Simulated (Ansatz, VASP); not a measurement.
# TlCl in two plane-wave programs, part 2 of 2

Aim: how closely do two programs agree when they are given the same cell, functional and k mesh?

VASP 6.6.1 and Ansatz 0.2.0.

So far. Step 2 (VASP: single point, PBE): The run ends at a pressure of 1.19 GPa. Step 3 (Ansatz: single point, PBE): The run ends at a pressure of 1.29 GPa.

The database entry behind the starting cell differs from later determinations by our own check (0.1 to 0.3 % short, probably kX units), so it need not match the best structure at ambient conditions.

**8. VASP: single point, PBE, spin-orbit coupling**

Level of this step: PBE, spin-orbit coupling; plane waves and PAW (Tl_d, Cl) (VASP).

A single point gives forces, pressure and levels at one fixed geometry, so differences don't come from the geometry; what else differs is listed under the comparison.

INCAR reads:

```
SYSTEM = TlCl
PREC = Accurate
ENCUT = 400
EDIFF = 1E-07
NELM = 100
ISMEAR = 0
SIGMA = 0.05
LREAL = .FALSE.
ALGO = Normal
GGA = PE
LNONCOLLINEAR = .TRUE.
MAGMOM = 0 0 0 0 0 0
NBANDS = 72
GGA_COMPAT = .FALSE.
LASPH = .TRUE.
LSORBIT = .TRUE.
LWAVE = .FALSE.
LCHARG = .FALSE.
KPAR = 4
LOPTICS = .TRUE.
NEDOS = 2000
CSHIFT = 0.1
```

POSCAR reads:

```
TlCl
1.0
    3.8340000000      0.0000000000      0.0000000000
    0.0000000000      3.8340000000      0.0000000000
    0.0000000000      0.0000000000      3.8340000000
Tl Cl
1 1
Direct
    0.0000000000      0.0000000000      0.0000000000
    0.5000000000      0.5000000000      0.5000000000
```

KPOINTS reads:

```
Automatic mesh
0
Gamma
7 7 7
0 0 0
```

The projector-augmented-wave data sets are Tl_d and Cl (PBE family, release 64).

Launch:

```
$ mpirun -np 4 vasp_ncl
```

Numbers of over 12 decimals in the logs are rounded to 6 here.

What it wrote:

```text
[... set-up lines as in an earlier step ...]
 entering main loop
       N       E                     dE             d eps       ncg     rms          rms(c)
DAV:   1     0.128400105301E+03    0.12840E+03   -0.69063E+03  2896   0.403E+02
DAV:   2     0.161634634958E+00   -0.12824E+03   -0.11951E+03  3384   0.152E+02
DAV:   3    -0.653441543521E+01   -0.66961E+01   -0.66163E+01  3448   0.316E+01
DAV:   4    -0.658096547538E+01   -0.46550E-01   -0.46536E-01  3312   0.273E+00
[...]
DAV:  14    -0.618425363595E+01    0.24150E-06   -0.10990E-07  3272   0.110E-03    0.282E-03
DAV:  15    -0.618425352913E+01    0.10682E-06   -0.32157E-08  3032   0.670E-04    0.730E-04
DAV:  16    -0.618425354286E+01   -0.13730E-07   -0.15429E-09  1712   0.169E-04
   1 F= -.61842535E+01 E0= -.61842535E+01  d E =-.267318E-11  mag=    -0.0000     0.0000     0.0000
 optical routines
 imaginary and real dielectric function
 recalculating local potential from charge density
 direction            1
 direction            2
 direction            3
```

From OUTCAR (step 8):

```text
  Total        0.3717538      0.3717538      0.3717538     -0.0000000     -0.0000000      0.0000000
  in kB       10.5684112     10.5684112     10.5684112     -0.0000000     -0.0000000      0.0000000
  external PRESSURE =      10.5684112 kB  Pullay stress =       0.0000000 kB

  FREE ENERGIE OF THE ION-ELECTRON SYSTEM (eV)
  ---------------------------------------------------
  free  energy   TOTEN  =        -6.1842535429 eV

  energy  without entropy=       -6.1842535429  energy(sigma->0) =       -6.18425354

[... 2 parts as in an earlier step ...]

[... 2 further parts left out ...]
[key lines of the parts left out:]
E-fermi :   2.7479
```

VASP adds spin-orbit coupling inside the spheres on scalar-relativistic partial waves, which describe the 6p1/2 states imperfectly, so such gaps can be off by a tenth of an eV or more.

**9. Ansatz: single point, PBE, spin-orbit coupling**

The same cell, functional, mesh and smearing now go to Ansatz, which takes its cutoff from its data sets.

input.yaml reads:

```yaml
crystal:
  lattice:
    - [3.834, 0.0, 0.0]
    - [0.0, 3.834, 0.0]
    - [0.0, 0.0, 3.834]
  atoms:
    - { symbol: Tl, position: [0.0, 0.0, 0.0] }
    - { symbol: Cl, position: [0.5, 0.5, 0.5] }
hamiltonian:
  xc: pbe
  pseudopotentials: { kind: paw_fr }
magnetization:
  noncollinear: true
  spin_orbit: true
kpoints:
  mp_grid: { grid: [7, 7, 7] }
scf:
  occupations: { method: gaussian, width: 0.05 }
  n_extra_bands: 8
output:
  forces: true
  stress: true
  eigenvalues: true
```

Launch:

```
$ ansatz run input.yaml --threads 2 --pin off --max-ram 4608MiB --backend cpu --events-out ev --progress --plain --runs-dir out
```

What it wrote:

```text
[...]
non-collinear run that drives no moment, with spin-orbit: no starting moment large enough to seed its density (crystal.atoms[].spin), no starting occupations that ask for one, no magnetisation constraint and no magnetic field, so the semilocal B_xc is pinned to zero
Crystal: 2 atoms, lattice volume = 56.358 Å³
[...]
k-point 0: bands = [... 16 lower, 3.7158, 3.7158, 3.7158, 3.7158, 11.4598, 11.4598, 13.0121, 13.0121, ... 4 higher]
  k-point 1: bands = [... 16 lower, 3.7909, 3.7909, 3.8603, 3.8603, 10.6448, 10.6448, 12.3394, 12.3394, ... 4 higher]
  k-point 2: bands = [... 16 lower, 3.9667, 3.9667, 4.3311, 4.3311, 8.9025, 8.9025, 11.6378, 11.6378, ... 4 higher]
  k-point 19: bands = [... 16 lower, 3.1733, 3.1733, 3.2854, 3.2854, 7.1891, 7.1891, 8.3388, 8.3388, ... 4 higher]
[key lines of the parts left out:]
SCF converged after 7 iterations
Magnetization: |M| = 0.0000 μB,  M = (+0.0000, +0.0000, +0.0000) μB
Free energy (F): -12561.262202 eV
Fermi energy:    6.108540 eV
P = ⅓ Tr σ = 1.1051 GPa (11.051 kbar)
```

Elapsed: 2.8 s, on 2 threads of Arm Neoverse V2, shared host; peak memory 0.4 GiB; 5 s of CPU time.

The run ends at a pressure of 1.11 GPa.

**10. Differences**

What differs besides the data sets and the points named for the pairs above, as far as they apply: spin-orbit coupling enters by fully relativistic files in Ansatz and inside the spheres in VASP. Total energies have different zeros and are not compared.

The two programs side by side:

```
              quantity  Ansatz   VASP  difference
        pressure (GPa)    1.11   1.06       +0.05
gap on the k mesh (eV)   2.161  2.270      -0.109
```

A gap on the mesh is an upper bound, since the band edges may lie between its points. Ansatz's pressure holds a Pulay correction of 0.02 GPa; VASP's holds none.

**11. What the set-up changes**

Further runs change the set-up of one program: Ansatz's method, potentials or start, or VASP's data sets, cutoff or form of LDA. The table gives Ansatz less VASP for each quantity, since a change that brings one quantity closer may part another.

```
                                       run  pressure (GPa)  gap on the k mesh (eV)
                                  as above           0.048                   -0.11
   Ansatz's larger PAW set (cutoff 900 eV)           0.050                   -0.10
norm-conserving potentials (cutoff 844 eV)           0.049                   -0.10
```

**12. Summary of results**

| Property | Result |
| --- | --- |
| difference in gap on the k mesh (single point, PBE) | -0.0062 eV |
| difference in ε∞ xx (dielectric response, PBE) | 0.14 % |
| difference in gap on the k mesh (single point, PBE, spin-orbit coupling) | -0.11 eV |

The difference in gap on the k mesh is -0.11 eV (single point, PBE, spin-orbit coupling), beyond the 0.08 eV picked in this series as the mark of a large difference. For single point, PBE, spin-orbit coupling, no further run moves any of the tabulated differences by more than a quarter of its size. How closely two codes agree says nothing of how well the functional describes the real material.

[Lines on the potential files, build, host, timing and source positions are cut from VASP's logs without a mark.]

[Logs are printed without paths, hosts, clocks, repeated set-up lines and the standing remarks that a program may print on its own settings, such as how far it seeks lower states.]

[Hosts, paths, dates, database ids (printed as entryN), source tags and the programs' standing remarks are cut or masked in the printed files.]
